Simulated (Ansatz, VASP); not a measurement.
**Two plane-wave programs on Lu**

```
Lu
1.0
    -1.87188    1.87188    1.87188
     1.87188   -1.87188    1.87188
     1.87188    1.87188   -1.87188
Lu
1
Direct
  0.00000 0.00000 0.00000
```

The cell was built by a generator and needn't be a form met in nature.

Alike in both runs: functional LDA; k mesh 11 × 11 × 11; occupations fermi-dirac, width 0.1 eV; no spin polarisation.

Ansatz relaxed the structure, and its values are those at the end. VASP's run is a single point on that final structure, the one shown.

|  | VASP | Ansatz |
| --- | --- | --- |
| version | VASP 6.6.1 | Ansatz 0.2.0 |
| potentials or method | VASP PAW PBE potentials, release 64 (Lu) | plane waves (420 eV) with PAW, scalar-relativistic |
| plane-wave cutoff (eV) | 520 | 420 |
| valence electrons in the cell | 25 | 25 |

```tsv
	VASP	Ansatz	Ansatz less VASP
pressure (GPa)	0.2	0.0	-0.21
```

Ansatz warned: «pseudo_functional_mismatch».

Caveats: the PAW data sets were made with another functional, which shifts forces and pressure a little (VASP). The runs have no spin-orbit coupling, so splittings on Lu are missing.
